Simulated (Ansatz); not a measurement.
**Au: the crystal squeezed far**

Aim: compress Au (hcp type) step by step, far beyond the usual range, and follow pressure and electronic structure. The runs shown use LAPW, crystal datasets and norm-conserving. Companion runs by PAW are cited. Its runs: the reference run (LAPW); volume scaled by 1 (crystal datasets and norm-conserving); volume scaled by 0.95 (LAPW); volume scaled by 0.85 (LAPW); volume scaled by 0.75 (LAPW); volume scaled by 0.65 (LAPW); volume scaled by 0.55 (LAPW); volume scaled by 0.45 (LAPW); volume scaled by 0.4 (LAPW, crystal datasets and norm-conserving).

This is Au in the hcp structure; at room conditions it is fcc.

Program: Ansatz 0.2.0. Level of theory: DFT PBE, with the methods named in each step. These are calculated values, not measurements.

1 further run of the same task is left out (it didn't finish).

## Step 1: The system as given

The structure is hexagonal, space group P6_3/mmc (No. 194). Conventional cell: a = 2.912 Å, b = 2.912 Å, c = 4.902 Å, α = 90.00°, β = 90.00°, γ = 120.00°. Au (site symmetry -6m2) has 12 Au at 2.91 to 2.97 Å as nearest neighbours.

As a file:

```
CELL_PARAMETERS angstrom
2.91172 0.00000 0.00000
-1.45586 2.52162 0.00000
0.00000 0.00000 4.90173
ATOMIC_POSITIONS crystal
Au 0.33333 0.66667 0.25000
Au 0.66667 0.33333 0.75000
```

Whether this phase is the stable one at these pressures isn't tested.

Atoms are numbered in the order of the input: Au1, Au2.

## Step 2: The reference volume, LAPW

File input.yaml:

```yaml
crystal:
  lattice:
    - [2.9117187291, 0.0, 0.0]
    - [-1.4558593645, 2.5216223881, 0.0]
    - [0.0, 0.0, 4.9017294074]
  atoms:
    - { symbol: Au, position: [0.3333333333, 0.6666666667, 0.25] }
    - { symbol: Au, position: [0.6666666667, 0.3333333333, 0.75] }
kpoints:
  mp_grid: { grid: [15, 15, 8] }
  band_path:
    path:
      - [0.0, 0.0, 0.0]
      - [0.5, 0.0, 0.0]
      - [0.3333333333, 0.3333333333, 0.0]
      - [0.0, 0.0, 0.0]
      - [0.0, 0.0, 0.5]
      - [0.5, 0.0, 0.5]
      - [0.3333333333, 0.3333333333, 0.5]
      - [0.0, 0.0, 0.5]
      - [0.5, 0.0, 0.5]
    npoints: 14
scf:
  occupations: { method: fermi_dirac, width: 0.08 }
hamiltonian:
  xc: pbe
  pseudopotentials: { kind: all_electron, lapw: { basis_error: 0.001 } }
output:
  forces: true
  stress: true
  eigenvalues: true
  populations: true
  dos: { projected: true, de: 0.2, e_range: [-14, 8] }
```

Command:

```sh
$ ansatz run input.yaml --threads 1 --pin off --max-ram 2048MiB --backend cpu --events-out ev --progress --plain --runs-dir out
```

## Step 3: Volume scaled by 1, crystal datasets

File input.yaml:

```yaml
crystal:
  lattice:
    - [2.9117187291, 0.0, 0.0]
    - [-1.4558593645, 2.5216223881, 0.0]
    - [0.0, 0.0, 4.9017294074]
  atoms:
    - { symbol: Au, position: [0.3333333333, 0.6666666667, 0.25] }
    - { symbol: Au, position: [0.6666666667, 0.3333333333, 0.75] }
kpoints:
  mp_grid: { grid: [15, 15, 8] }
scf:
  occupations: { method: fermi_dirac, width: 0.08 }
hamiltonian:
  xc: pbe
  pseudopotentials: { kind: all_electron, datasets: crystal }
output:
  forces: true
  stress: true
  eigenvalues: true
```

## Step 4: Volume scaled by 1, norm-conserving

Edit input.yaml of step 3 so:

```diff
@@ -14,3 +14,3 @@
   xc: pbe
-  pseudopotentials: { kind: all_electron, datasets: crystal }
+  pseudopotentials: { kind: nc }
 output:
```

## Step 5: Volume scaled by 0.95, LAPW

File input.yaml:

```yaml
crystal:
  lattice:
    - [2.8670389419, 0.0, 0.0]
    - [-1.4335194709, 2.4829285573, 0.0]
    - [0.0, 0.0, 4.8029116144]
  atoms:
    - { symbol: Au, position: [0.3333333333, 0.6666666667, 0.25] }
    - { symbol: Au, position: [0.6666666667, 0.3333333333, 0.75] }
kpoints:
  mp_grid: { grid: [15, 15, 8] }
scf:
  occupations: { method: fermi_dirac, width: 0.08 }
hamiltonian:
  xc: pbe
  pseudopotentials: { kind: all_electron, lapw: { basis_error: 0.001 } }
output:
  forces: true
  stress: true
  eigenvalues: true
  populations: true
```

## Step 6: Volume scaled by 0.85, LAPW

Edit input.yaml of step 5 so:

```diff
@@ -2,5 +2,5 @@
   lattice:
-    - [2.8670389419, 0.0, 0.0]
-    - [-1.4335194709, 2.4829285573, 0.0]
-    - [0.0, 0.0, 4.8029116144]
+    - [2.7700890842, 0.0, 0.0]
+    - [-1.3850445421, 2.3989675177, 0.0]
+    - [0.0, 0.0, 4.6034096828]
   atoms:
```

## Step 7: Volume scaled by 0.75, LAPW

Edit input.yaml of step 6 so:

```diff
@@ -2,5 +2,5 @@
   lattice:
-    - [2.7700890842, 0.0, 0.0]
-    - [-1.3850445421, 2.3989675177, 0.0]
-    - [0.0, 0.0, 4.6034096828]
+    - [2.6616168662, 0.0, 0.0]
+    - [-1.3308084331, 2.3050278213, 0.0]
+    - [0.0, 0.0, 4.3996523055]
   atoms:
```

## Step 8: Volume scaled by 0.65, LAPW

Edit input.yaml of step 7 so:

```diff
@@ -2,5 +2,5 @@
   lattice:
-    - [2.6616168662, 0.0, 0.0]
-    - [-1.3308084331, 2.3050278213, 0.0]
-    - [0.0, 0.0, 4.3996523055]
+    - [2.5392882617, 0.0, 0.0]
+    - [-1.2696441308, 2.1990881422, 0.0]
+    - [0.0, 0.0, 4.1892619723]
   atoms:
```

## Step 9: Volume scaled by 0.55, LAPW

Edit input.yaml of step 8 so:

```diff
@@ -2,5 +2,5 @@
   lattice:
-    - [2.5392882617, 0.0, 0.0]
-    - [-1.2696441308, 2.1990881422, 0.0]
-    - [0.0, 0.0, 4.1892619723]
+    - [2.4022908994, 0.0, 0.0]
+    - [-1.2011454497, 2.0804449462, 0.0]
+    - [0.0, 0.0, 3.9605880282]
   atoms:
```

## Step 10: Volume scaled by 0.45, LAPW

Edit input.yaml of step 9 so:

```diff
@@ -2,5 +2,5 @@
   lattice:
-    - [2.4022908994, 0.0, 0.0]
-    - [-1.2011454497, 2.0804449462, 0.0]
-    - [0.0, 0.0, 3.9605880282]
+    - [2.2473149142, 0.0, 0.0]
+    - [-1.1236574571, 1.946231806, 0.0]
+    - [0.0, 0.0, 3.7028218586]
   atoms:
```

## Step 11: Volume scaled by 0.4, LAPW

Edit input.yaml of step 10 so:

```diff
@@ -2,5 +2,5 @@
   lattice:
-    - [2.2473149142, 0.0, 0.0]
-    - [-1.1236574571, 1.946231806, 0.0]
-    - [0.0, 0.0, 3.7028218586]
+    - [2.1611556767, 0.0, 0.0]
+    - [-1.0805778383, 1.8716157175, 0.0]
+    - [0.0, 0.0, 3.5590661528]
   atoms:
@@ -10,2 +10,14 @@
   mp_grid: { grid: [15, 15, 8] }
+  band_path:
+    path:
+      - [0.0, 0.0, 0.0]
+      - [0.5, 0.0, 0.0]
+      - [0.3333333333, 0.3333333333, 0.0]
+      - [0.0, 0.0, 0.0]
+      - [0.0, 0.0, 0.5]
+      - [0.5, 0.0, 0.5]
+      - [0.3333333333, 0.3333333333, 0.5]
+      - [0.0, 0.0, 0.5]
+      - [0.5, 0.0, 0.5]
+    npoints: 8
 scf:
@@ -20 +32,2 @@
   populations: true
+  dos: { projected: true, de: 0.2, e_range: [-14, 8] }
```

## Step 12: Volume scaled by 0.4, crystal datasets

File input.yaml:

```yaml
crystal:
  lattice:
    - [2.1611556767, 0.0, 0.0]
    - [-1.0805778383, 1.8716157175, 0.0]
    - [0.0, 0.0, 3.5590661528]
  atoms:
    - { symbol: Au, position: [0.3333333333, 0.6666666667, 0.25] }
    - { symbol: Au, position: [0.6666666667, 0.3333333333, 0.75] }
kpoints:
  mp_grid: { grid: [15, 15, 8] }
scf:
  occupations: { method: fermi_dirac, width: 0.08 }
hamiltonian:
  xc: pbe
  pseudopotentials: { kind: all_electron, datasets: crystal }
output:
  forces: true
  stress: true
  eigenvalues: true
```

## Step 13: Volume scaled by 0.4, norm-conserving

Edit input.yaml of step 12 so:

```diff
@@ -14,3 +14,3 @@
   xc: pbe
-  pseudopotentials: { kind: all_electron, datasets: crystal }
+  pseudopotentials: { kind: nc }
 output:
```

(Steps that only read results are left out.)

What does the calculation give? Wanted: LAPW pressure at 0.4 of the volume; PAW pressure at 0.4 of the volume; crystal datasets pressure at 0.4 of the volume; norm-conserving pressure at 0.4 of the volume; fitted bulk modulus at zero pressure.

The runs gave:

| quantity | value |
| --- | --- |
| LAPW pressure at 0.4 of the volume | 1507.4 GPa |
| PAW pressure at 0.4 of the volume | 1507.8 GPa |
| PAW (cutoff 1000 eV) pressure at 0.4 of the volume | 1507.3 GPa |
| crystal datasets pressure at 0.4 of the volume | 1507.4 GPa |
| norm-conserving pressure at 0.4 of the volume | 1512.7 GPa |
| fitted bulk modulus at zero pressure (LAPW) | 156 GPa |
| its pressure derivative | 5.12 |

What this shows: By LAPW the pressure climbs to 1507 GPa at 0.4 of the first volume. A third-order Birch-Murnaghan curve fits the range only roughly (B₀ = 156 GPa, B′ = 5.12, misfit at most 22.82 GPa). A fit over so wide a range leans to the high pressures, so B₀ can be off by several per cent. Where LAPW's pressure is over 3 GPa, PAW's departs from it by at most 0.3 %, at 0.95 of the volume. The ions are at rest, and the electrons smeared by 0.08 eV. Spin-orbit coupling is left out, though the cell holds Au; in elements this heavy it can shift bands and gaps by tenths of an eV.
